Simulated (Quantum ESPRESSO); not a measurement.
Crystal: CO2.

```
CELL_PARAMETERS angstrom
2.63591 -2.38738 0.00000
2.63591 2.38738 0.00000
0.00000 0.00000 6.58717
ATOMIC_POSITIONS crystal
O 0.30651 0.69349 0.60816
O 0.69349 0.30651 0.39184
O 0.19349 0.80651 0.10816
O 0.80651 0.19349 0.89184
C 0.50000 0.50000 0.50000
C 0.00000 0.00000 0.00000
```

The cell comes from a database or a generator and needn't be the stable form of this composition.

Base run:

| Item | Value |
| --- | --- |
| Program | Quantum ESPRESSO 7.5 |
| Functional | PBEsol |
| Potentials or basis | GBRV 1.5 PBEsol |
| Cutoff | 612 eV |
| Density cutoff | 4898 eV |
| k mesh | 8 × 8 × 4 |
| Occupations | fermi-dirac, width 0.05 eV |
| Spin | no spin polarisation |

Its results: band gap on the k mesh 6.57 eV, indirect (least direct gap 7.13 eV); pressure 1.6 GPa; largest force 0.197 eV/Å.

Q: The run is repeated on the same cell with these changes: functional from PBEsol to LDA; potentials or basis from GBRV 1.5 PBEsol to GBRV 1.5 LDA. What comes out?

A: Band gap on the k mesh 6.34 eV, indirect (least direct gap 6.92 eV); pressure -2.2 GPa; largest force 0.316 eV/Å.

Not every run made on this cell is shown here.
